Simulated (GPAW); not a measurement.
LiH:

```
Li H
1.0
     0.00000    2.03675    2.03675
     2.03675    0.00000    2.03675
     2.03675    2.03675    0.00000
Li H
1 1
Direct
  0.00000 0.00000 0.00000
  0.50000 0.50000 0.50000
```

| Property | Result |
| --- | --- |
| Program | GPAW 26.7.0 |
| Task | relaxation of cell and atoms |
| Functional | PBEsol |
| Dispersion | D3(BJ) |
| Potentials or basis | PAW data sets generated in the run's folder for this functional |
| Cutoff | 800 eV |
| Basis | pw |
| k mesh | 11 × 11 × 11 |
| Occupations | fermi-dirac, width 0.05 eV |
| Spin | no spin polarisation |

At the start: pressure -4.7 GPa; volume 8.45 Å³/atom.

**Question.** How do energy, volume and symmetry change on relaxing?

**Answer.** Over 4 steps the energy falls by 18.0 meV/atom and the volume is 7.34 Å³/atom (-13.2 %); space group Fm-3m (No. 225, to 0.05 Å).

Step by step:
```tsv
step	energy change (eV)	largest force (eV/Å)	pressure (GPa)	volume (Å³)
1	0.0000	0.0000	-4.65	16.90
2	-0.0025	0.0000	-4.52	16.81
3	-0.0356	0.0000	0.62	14.44
4	-0.0360	0.0000	-0.06	14.67
```

Final structure:
```cif
data_structure
_symmetry_space_group_name_H-M 'P 1'
_symmetry_Int_Tables_number 1
_cell_length_a 2.7478
_cell_length_b 2.7478
_cell_length_c 2.7478
_cell_angle_alpha 60.000
_cell_angle_beta 60.000
_cell_angle_gamma 60.000
_cell_volume 14.67
loop_
_atom_site_label
_atom_site_type_symbol
_atom_site_fract_x
_atom_site_fract_y
_atom_site_fract_z
_atom_site_occupancy
Li1 Li 0.00000 0.00000 0.00000 1
H1 H 0.50000 0.50000 0.50000 1
```

Caveat: the data sets keep Ga 3d, Li 1s and Be 1s frozen, and some such compounds lay over 1.5 % in volume off other programs; later steps reuse the first step's grids.
